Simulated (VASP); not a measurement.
# CoSi2 (d3) (Fm-3m) in VASP: a series of runs

The runs below take CoSi2 (d3) through single point, relaxation of cell and atoms, with PBE+D3(BJ).

Program: VASP 6.6.1. These are calculated values, not measurements. Logs are shortened: lines on timing, memory, paths and dates and some standing lists are left out, and cuts for length are marked.

### 1 Starting point

It takes space group Fm-3m (No. 225, cubic). The conventional cell has a = 5.304 Å, b = 5.304 Å, c = 5.304 Å, α = 90.00°, β = 90.00°, γ = 90.00°. Co (site symmetry m-3m) is surrounded by 8 Si at 2.30 Å. Si (site symmetry -43m) is surrounded by 4 Co at 2.30 Å.

### 2 Single point, PBE+D3(BJ)

File INCAR:

```
SYSTEM = CoSi2
PREC = Accurate ; ENCUT = 520
EDIFF = 1E-7 ; ISMEAR = 0
SIGMA = 0.1 ; LREAL = .FALSE.
LASPH = .TRUE. ; NELM = 100
ALGO = Fast ; ISIF = 2
LWAVE = .FALSE. ; LCHARG = .FALSE.
GGA = PE ; IVDW = 12
NBANDS = 16
```

File KPOINTS:

```
regular mesh
0
G
  14 14 14
  0 0 0
```

File POSCAR:

```
CoSi2
1.0
    0.0000000000      2.6520056094      2.6520056094
    2.6520056094      0.0000000000      2.6520056094
    2.6520056094      2.6520056094      0.0000000000
Co Si
1 2
Direct
    0.0000000000      0.0000000000      0.0000000000
    0.2500000000      0.2500000000      0.2500000000
    0.7500000000      0.7500000000      0.7500000000
```

Potentials or basis: VASP PAW PBE potentials, release 64 (Co, Si).

Started as:

```
cat potpaw_PBE.64/Co/POTCAR potpaw_PBE.64/Si/POTCAR > POTCAR
mpirun -np 1 vasp_std > vasp.out
```

OUTCAR:

```text
SYSTEM = CoSi2
   PREC = Accurate
   ENCUT = 520
   EDIFF = 1E-7
   ISMEAR = 0
   LREAL = .FALSE.
   LASPH = .TRUE.
   NELM = 100
   ISIF = 2
   GGA = PE
   IVDW = 12
 IVDW          = 12

 ion  position               nearest neighbor table
   1  0.000  0.000  0.000-   2 2.30   3 2.30   3 2.30   3 2.30   3 2.30   2 2.30   2 2.30   2 2.30

   2  0.250  0.250  0.250-   1 2.30   1 2.30   1 2.30   1 2.30   3 2.65   3 2.65   3 2.65   3 2.65
                             3 2.65   3 2.65
   3  0.750  0.750  0.750-   1 2.30   1 2.30   1 2.30   1 2.30   2 2.65   2 2.65   2 2.65   2 2.65
                             2 2.65   2 2.65

  LATTYP: Found a face centered cubic cell.
 ALAT       =     5.3040112188

  Lattice vectors:

 A1 = (   0.0000000000,   2.6520056094,   2.6520056094)
 A2 = (   2.6520056094,   0.0000000000,   2.6520056094)
 A3 = (   2.6520056094,   2.6520056094,   0.0000000000)

Analysis of symmetry for initial positions (statically):
=====================================================================
 Subroutine PRICEL returns:
 Original cell was already a primitive cell.

 Routine SETGRP: Setting up the symmetry group for a
 face centered cubic supercell.

 Subroutine GETGRP returns: Found 48 space group operations
 (whereof 48 operations were pure point group operations)
 out of a pool of 48 trial point group operations.

The static configuration has the point symmetry O_h .

Analysis of symmetry for dynamics (positions and initial velocities):
=====================================================================
 Subroutine PRICEL returns:
 Original cell was already a primitive cell.

 Routine SETGRP: Setting up the symmetry group for a
 face centered cubic supercell.

 Subroutine GETGRP returns: Found 48 space group operations
 (whereof 48 operations were pure point group operations)
 out of a pool of 48 trial point group operations.

The dynamic configuration has the point symmetry O_h .

 Subroutine INISYM returns: Found 48 space group operations
 (whereof 48 operations are pure point group operations),
 and found     1 'primitive' translations

----------------------------------------------------------------------------------------

                                     Primitive cell

  volume of cell :      37.3038

  direct lattice vectors                    reciprocal lattice vectors
     0.000000000  2.652005609  2.652005609    -0.188536554  0.188536554  0.188536554
     2.652005609  0.000000000  2.652005609     0.188536554 -0.188536554  0.188536554
     2.652005609  2.652005609  0.000000000     0.188536554  0.188536554 -0.188536554

  length of vectors
     3.750502300  3.750502300  3.750502300     0.326554891  0.326554891  0.326554891

  position of ions in fractional coordinates (direct lattice)
     0.000000000  0.000000000  0.000000000
     0.250000000  0.250000000  0.250000000
     0.750000000  0.750000000  0.750000000

  ion indices of the primitive-cell ions
   primitive index   ion index
                 1           1
                 2           2
                 3           3

----------------------------------------------------------------------------------------

 KPOINTS: regular mesh

Automatic generation of k-mesh.
 Grid dimensions read from file:
 generate k-points for:   14   14   14

 Generating k-lattice:

  Cartesian coordinates                     Fractional coordinates (reciprocal lattice)
    -0.013466897  0.013466897  0.013466897     0.071428571  0.000000000  0.000000000
     0.013466897 -0.013466897  0.013466897     0.000000000  0.071428571  0.000000000
     0.013466897  0.013466897 -0.013466897     0.000000000  0.000000000  0.071428571

  Length of vectors
     0.023325349  0.023325349  0.023325349

  Shift w.r.t. Gamma in fractional coordinates (k-lattice)
     0.000000000  0.000000000  0.000000000

 Subroutine IBZKPT returns following result:
 ===========================================

 Found    104 irreducible k-points:

 Following reciprocal coordinates:
            Coordinates               Weight
  0.000000  0.000000  0.000000      1.000000
  0.071429  0.000000  0.000000      8.000000
  0.142857  0.000000  0.000000      8.000000
  0.214286  0.000000  0.000000      8.000000
  0.285714  0.000000  0.000000      8.000000
  0.357143  0.000000  0.000000      8.000000
[... 16 lines left out ...]
  0.214286  0.142857  0.000000     24.000000
  0.285714  0.142857  0.000000     24.000000
 [... further k-points ...]
   k-points           NKPTS =    104   k-points in BZ     NKDIM =    104   number of bands    NBANDS=     16
   number of dos      NEDOS =    301   number of ions     NIONS =      3
   total plane-waves  NPLWV =  21952
   dimension x,y,z NGX =    28 NGY =   28 NGZ =   28
   dimension x,y,z NGXF=    56 NGYF=   56 NGZF=   56
   ions per type =               1   2
   NGX,Y,Z   is equivalent  to a cutoff of  12.41, 12.41, 12.41 a.u.
   NGXF,Y,Z  is equivalent  to a cutoff of  24.82, 24.82, 24.82 a.u.
 SYSTEM =  CoSi2
   PREC   = accura    normal or accurate (medium, high low for compatibility)
   ISTART =      0    job   : 0-new  1-cont  2-samecut
   ICHARG =      2    charge: 1-file 2-atom 10-const
   ISPIN  =      1    spin polarized calculation?
   LNONCOLLINEAR =      F non collinear calculations
   LSORBIT =      F    spin-orbit coupling
   LASPH  =      T    aspherical Exc in radial PAW
   ENCUT  =  520.0 eV  38.22 Ry    6.18 a.u.   6.97  6.97  6.97*2*pi/ulx,y,z
   NELM   =    100;   NELMIN=  2; NELMDL= -5     # of ELM steps
   EDIFF  = 0.1E-06   stopping-criterion for ELM
   LREAL  =      F    real-space projection
[... 7 lines left out ...]
   TEBEG  =    0.0;   TEEND  =   0.0 temperature during run
   PSTRESS=    0.0 pullay stress
   NELECT =      17.0000    total number of electrons
   NUPDOWN=      -1.0000    fix difference up-down
   EMIN   =  10.00;   EMAX   =-10.00  energy-range for DOS
   EFERMI =   0.00;   METHOD = LEGACY
   ISMEAR =     0;   SIGMA  =   0.10  broadening in eV -4-tet -1-fermi 0-gaus
   EFERMI_NEDOS =   21; number of points for ismear=-14 and -15
   IALGO  =     68    algorithm
   IMIX   =      4    mixing-type and parameters
     AMIX     =   0.40;   BMIX     =  1.00
     AMIX_MAG =   1.60;   BMIX_MAG =  1.00
  volume/ion in A,a.u.               =      12.43        83.91
  Fermi-wavevector in a.u.,A,eV,Ry     =   1.259815  2.380705 21.594259  1.587133
  Thomas-Fermi vector in A             =   2.393356
   LORBIT       =      0    0 simple, 1 ext, 2 COOP (PROOUT), +10 PAW based schemes
   GGA     = PE    functional components
   LHFCALC =     F    Hartree Fock is set to
   AEXX    =    0.0000 exact exchange contribution
   IVDW    =    12    specifies the selected vdW correction
   LEPSILON=     F    determine dielectric tensor
   LRPA    =     F    only Hartree local field effects (RPA)
 non-spin polarized calculation
 RMM-DIIS sequential band-by-band and
 Gauss-broadening in eV      SIGMA  =   0.10
  energy-cutoff  :      520.00
  volume of cell :       37.30
 maximum number of plane-waves:      1020
   NGX = 13   NGY = 13   NGZ = 13

 number of electron      17.0000006 magnetization

 Free energy of the ion-electron system (eV)
  ---------------------------------------------------
  ext. energy  EPLUGINS =         0.00000000
  ---------------------------------------------------
  free energy    TOTEN  =       -19.27669070 eV

  energy without entropy =      -19.27163618  energy(sigma->0) =      -19.27416344

 E-fermi :  10.5054     XC(G=0): -11.8815

 val. band max:       10.5053701929   @ k =   0.4286   0.2143   0.0714
 cond. band min:      10.5154227514   @ k =   0.3571   0.0714   0.0000
 fundamental gap:      0.0100525586
 Fermi energy:        10.5053745324

 k-point     1 :       0.0000    0.0000    0.0000
  band No.  band energies     occupation
      1      -2.8609      2.00000
      2       6.2820      2.00000
      3       6.2820      2.00000
      4       6.2820      2.00000
      5       8.4870      2.00000
      6       8.4870      2.00000
[... 8 lines left out ...]
     15      16.2882      0.00000
     16      16.2882      0.00000

 k-point     2 :       0.0714    0.0000    0.0000
  band No.  band energies     occupation
      1      -2.7817      2.00000
      2       6.0946      2.00000
      3       6.3105      2.00000
      4       6.3105      2.00000
      5       8.4624      2.00000
      6       8.4624      2.00000
[... 8 lines left out ...]
     15      15.9932      0.00000
     16      16.1414      0.00000

 k-point     3 :       0.1429    0.0000    0.0000
  band No.  band energies     occupation
      1      -2.5449      2.00000
      2       5.5772      2.00000
      3       6.3908      2.00000
      4       6.3908      2.00000
      5       8.4035      2.00000
      6       8.4035      2.00000
[... 8 lines left out ...]
     15      15.8906      0.00000
     16      16.5688      0.00000

 k-point     4 :       0.2143    0.0000    0.0000
  band No.  band energies     occupation
      1      -2.1541      2.00000
      2       4.8148      2.00000
      3       6.5055      2.00000
      4       6.5055      2.00000
      5       8.3505      2.00000
      6       8.3505      2.00000
[... 8 lines left out ...]
     15      16.7180      0.00000
     16      17.6583      0.00000

 k-point     5 :       0.2857    0.0000    0.0000
  band No.  band energies     occupation
      1      -1.6155      2.00000
      2       3.8869      2.00000
      3       6.6249      2.00000
      4       6.6249      2.00000
      5       8.3570      2.00000
      6       8.3570      2.00000
[... 8 lines left out ...]
     15      17.7954      0.00000
     16      18.6993      0.00000

 k-point     6 :       0.3571    0.0000    0.0000
  band No.  band energies     occupation
      1      -0.9399      2.00000
      2       2.8716      2.00000
      3       6.7155      2.00000
      4       6.7155      2.00000
      5       8.4661      2.00000
      6       8.4661      2.00000
[... 8 lines left out ...]
     15      18.9939      0.00000
     16      19.8020      0.00000

 k-point     7 :       0.4286    0.0000    0.0000
  band No.  band energies     occupation
      1      -0.1495      2.00000
      2       1.8511      2.00000
      3       6.7631      2.00000
      4       6.7631      2.00000
      5       8.3556      2.00000
      6       8.6609      2.00000
[... 8 lines left out ...]
     15      20.2275      0.00000
     16      20.9883      0.00000

 k-point     8 :       0.5000    0.0000    0.0000
  band No.  band energies     occupation
      1       0.5281      2.00000
      2       1.0924      2.00000
      3       6.7764      2.00000
      4       6.7764      2.00000
      5       8.2515      2.00000
      6       8.7853      2.00000
[... 8 lines left out ...]
     15      20.9952      0.00000
     16      21.8229      0.00000

 k-point     9 :       0.0714    0.0714    0.0000
  band No.  band energies     occupation
      1      -2.7552      2.00000
      2       6.1042      2.00000
      3       6.2872      2.00000
      4       6.2872      2.00000
      5       8.3880      2.00000
      6       8.5151      2.00000
[... 8 lines left out ...]
     15      16.4086      0.00000
     16      16.4086      0.00000
[... 172 lines left out ...]
 k-point    19 :      -0.2143    0.0714    0.0000
  band No.  band energies     occupation
      1      -1.9216      2.00000
      2       4.5160      2.00000
      3       6.3562      2.00000
      4       6.6747      2.00000
      5       8.1420      2.00000
      6       8.4905      2.00000
[... 8 lines left out ...]
     15      17.2221      0.00000
     16      18.7669      0.00000

 k-point    20 :      -0.1429    0.0714    0.0000
  band No.  band energies     occupation
      1      -2.3618      2.00000
      2       5.2971      2.00000
      3       6.2982      2.00000
      4       6.5215      2.00000
      5       8.2394      2.00000
      6       8.4802      2.00000
[... 8 lines left out ...]
     15      16.6027      0.00000
     16      17.5225      0.00000

 k-point    21 :      -0.0714    0.0714    0.0000
  band No.  band energies     occupation
      1      -2.6499      2.00000
      2       5.8444      2.00000
      3       6.2805      2.00000
      4       6.3916      2.00000
      5       8.3624      2.00000
      6       8.4853      2.00000
[... 8 lines left out ...]
     15      16.2029      0.00000
     16      16.5415      0.00000

 k-point    22 :       0.1429    0.1429    0.0000
  band No.  band energies     occupation
      1      -2.4396      2.00000
      2       5.6690      2.00000
      3       6.3072      2.00000
      4       6.3072      2.00000
      5       8.0722      2.00000
      6       8.5949      2.00000
[... 8 lines left out ...]
     15      17.0373      0.00000
     16      17.0373      0.00000

 k-point    23 :       0.2143    0.1429    0.0000
  band No.  band energies     occupation
      1      -2.1528      2.00000
      2       5.2391      2.00000
      3       6.3471      2.00000
      4       6.3874      2.00000
      5       7.8442      2.00000
      6       8.6344      2.00000
[... 8 lines left out ...]
     15      17.9250      0.00000
     16      18.0584      0.00000

 k-point    24 :       0.2857    0.1429    0.0000
  band No.  band energies     occupation
      1      -1.7148      2.00000
      2       4.5444      2.00000
      3       6.4272      2.00000
      4       6.5007      2.00000
      5       7.6470      2.00000
      6       8.6744      2.00000
[... 8 lines left out ...]
     15      18.9426      0.00000
     16      19.2393      0.00000

 [... further k-points ...]

------------------------ aborting loop because EDIFF is reached ----------------------------------------

 Edisp (eV)   -1.36703

 E8    (eV) :    -0.5756

  FORCE on cell =-STRESS in cart. coord.  units (eV):
  Direction    XX          YY          ZZ          XY          YZ          ZX
  --------------------------------------------------------------------------------------
  -------------------------------------------------------------------------------------
  Total      -0.04272    -0.04272    -0.04272     0.00000     0.00000    -0.00000
  in kB      -1.83472    -1.83472    -1.83472     0.00000     0.00000    -0.00000
  external pressure =       -1.83 kB  Pullay stress =        0.00 kB

 VOLUME and BASIS-vectors are now :
 -----------------------------------------------------------------------------
  energy-cutoff  :      520.00
  volume of cell :       37.30
      direct lattice vectors                 reciprocal lattice vectors
     0.000000000  2.652005609  2.652005609    -0.188536554  0.188536554  0.188536554
     2.652005609  0.000000000  2.652005609     0.188536554 -0.188536554  0.188536554
     2.652005609  2.652005609  0.000000000     0.188536554  0.188536554 -0.188536554

 POSITION                                       TOTAL-FORCE (eV/Angst)
 -----------------------------------------------------------------------------------
      0.00000      0.00000      0.00000         0.000000      0.000000      0.000000
      1.32600      1.32600      1.32600         0.000000      0.000000      0.000000
      3.97801      3.97801      3.97801        -0.000000     -0.000000     -0.000000
 -----------------------------------------------------------------------------------
    total drift:                               -0.000000     -0.000000      0.000000

  FREE ENERGIE OF THE ION-ELECTRON SYSTEM (eV)
  ---------------------------------------------------
  free  energy   TOTEN  =       -20.6437228243 eV

  energy  without entropy=      -20.6386683077  energy(sigma->0) =      -20.64119557
```

Run time: 46 s. Hardware: 1 thread of Intel Xeon Platinum 8488C (Sapphire Rapids), shared host; peak memory 0.2 GiB.

Results:

* Free energy: -20.6437 eV
* Pressure: -0.2 GPa
* Band gap on the k mesh: none (metal or under the smearing width)
* Dispersion energy per atom: -0.456 eV

Levels at points of the mesh, in eV from the Fermi level:
| k point | band 5 | band 6 | band 7 | band 8 | band 9 | band 10 | band 11 | band 12 | band 13 | band 14 |
| --- | --- | --- | --- | --- | --- | --- | --- | --- | --- | --- |
| (0.00, 0.00, 0.00) | -2.02 | -2.02 | 1.04 | 3.44 | 3.44 | 3.44 | 3.51 | 3.51 | 3.51 | 5.78 |
| (0.50, 0.00, 0.00) | -2.25 | -1.72 | -1.72 | -0.50 | -0.50 | 2.78 | 3.48 | 3.48 | 4.59 | 10.49 |
| (0.50, 0.50, 0.00) | -3.76 | -2.05 | -2.05 | -2.01 | -1.41 | 1.68 | 2.93 | 8.57 | 9.87 | 9.87 |

Caveat: pairwise dispersion overbinds metals, which lowers pressure and volume. Spin polarisation is off, so any magnetic state and its effect on volume and gap are missing.

[end of part 1 of 2]
